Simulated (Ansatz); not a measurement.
**KF: how the settings move a single-point run**

Aim: see which settings change the result for KF, by how much, and at what cost.

Program: Ansatz 0.2.0. Level of theory: reference: DFT, PBE, PAW with Ansatz's default frozen-core files, scalar-relativistic. These are calculated values, not measurements.

1 further run of the same task is left out (it didn't finish). Runs told in other sessions of the task aren't counted.

### 1 The structure to begin with

It takes space group Fm-3m (No. 225, cubic). The conventional cell has a = 5.347 Å, b = 5.347 Å, c = 5.347 Å, α = 90.00°, β = 90.00°, γ = 90.00°. K (site symmetry m-3m) is surrounded by 6 F at 2.67 Å. F (site symmetry m-3m) has 6 K at 2.67 Å in its first shell of neighbours.

Coordinates:

```xyz
2
Lattice="0.0000 2.6735 2.6735 2.6735 0.0000 2.6735 2.6735 2.6735 0.0000" Properties=species:S:1:pos:R:3 pbc="T T T"
K     0.0000    0.0000    0.0000
F     2.6735    2.6735    2.6735
```

### 2 The reference run

input.yaml

```yaml
crystal:
  lattice:
    - [0.0, 2.6735, 2.6735]
    - [2.6735, 0.0, 2.6735]
    - [2.6735, 2.6735, 0.0]
  atoms:
    - { symbol: K, position: [0.0, 0.0, 0.0] }
    - { symbol: F, position: [0.5, 0.5, 0.5] }
kpoints:
  mp_grid: { grid: [9, 9, 9] }
scf:
  occupations: { method: fermi_dirac, width: 0.01 }
hamiltonian:
  xc: pbe
  pseudopotentials: { kind: paw }
output:
  forces: true
  stress: true
  eigenvalues: true
  efg: { contact_densities: true }
  write_density: true
  write_potential: true
  elf: true
  volumetric_format: npy
basis:
  ecutwfc: 300
```

Launch:

```
ansatz run input.yaml --threads 1 --pin off --max-ram 2048MiB --backend cpu --events-out ev --progress --plain --runs-dir out
```

### 3 Variant: symmetry.detect false, accuracy high

Edit input.yaml of step 2 so:

```diff
@@ -8,2 +8,3 @@
     - { symbol: F, position: [0.5, 0.5, 0.5] }
+  symmetry: { detect: false }
 kpoints:
@@ -20,7 +21,4 @@
   efg: { contact_densities: true }
-  write_density: true
-  write_potential: true
-  elf: true
-  volumetric_format: npy
 basis:
   ecutwfc: 300
+accuracy: high
```

**Question.** What will these runs give? Wanted: for each run, ending; energy change; pressure; gap; force.

**Answer**, as computed:

| run | ending | energy change | pressure (GPa) | gap (eV) | force (eV/Å) | cycles | time |
| --- | --- | --- | --- | --- | --- | --- | --- |
| reference | converged | 0 | 1.2 | 6.19 | 0.00 | 7 | 2 s |
| 1: symmetry.detect false, accuracy high | converged | 0.0 meV/atom | 1.2 | 6.19 | 0.00 | 8 | 13 s |

Times don't compare one to one where runs were asked for different outputs or read a saved state (see the inputs); cycles may leave out searches for a lower state.

Residual by cycle in the longest SCF loop of each run; runs are numbered as in the table. The quantity is the density residual dr2, in eV.

| cycle | reference | run 1 |
| --- | --- | --- |
| 1 | 0.0362 | 0.0359 |
| 2 | 0.0127 | 0.0124 |
| 3 | 0.00126 | 0.00126 |
| 4 | 9.9e-5 | 1.1e-4 |
| 5 | 3.1e-6 | 3.4e-6 |
| 6 | 1.0e-7 | 1.3e-7 |
| 7 | 5.0e-10 | 5.7e-10 |
| 8 | - | 7.2e-12 |

What this shows: The changed input (use of symmetry and accuracy level) leaves the energy the same to the digits printed.

These are semilocal Kohn-Sham gaps, which aren't the measured quantity. Such gaps usually fall short of the measured ones.
